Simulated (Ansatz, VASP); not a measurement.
## Fe in VASP and in Ansatz

```xyz
1
Lattice="-1.5715 1.4158 1.4488 1.5715 -1.4158 1.4488 1.5715 1.4158 -1.4488" Properties=species:S:1:pos:R:3 pbc="T T T"
Fe    0.0000    0.0000    0.0000
```

Change from the starting cell: normal strain along x +0.1100, normal strain along z +0.0233.

Alike in both runs: task single point; functional PBE; k mesh 10 × 10 × 10; occupations gaussian, width 0.15 eV; collinear spin.

|  | VASP | Ansatz |
| --- | --- | --- |
| version | VASP 6.6.1 | Ansatz 0.2.0 |
| potentials or method | VASP PAW PBE potentials, release 64 (Fe) | scalar-relativistic, plane waves, PAW |
| plane-wave cutoff (eV) | 520 | 520 |
| valence electrons in the cell | 8 | 16 |

|  | VASP | Ansatz | Ansatz less VASP |
| --- | --- | --- | --- |
| gap on the k mesh at the Fermi level (eV) | none | none | - |
| pressure (GPa) | -14.1 | -14.4 | -0.33 |
| largest component of the traceless stress (GPa) | 2.58 | 2.64 | +0.069 |
| net moment per atom (μB) | 2.54 | 2.52 | -0.020 |
| size of the moment on the site where the two differ most (μB) | 2.56 | 2.59 | +0.028 |

Site moments also hang on the region over which each program counts them. A gap of «none» marks a metal or a gap that the smearing closes. With one functional, cell and mesh, what is left measures potentials, basis and numerics. The two sets of potentials don't hold the same shells in valence.
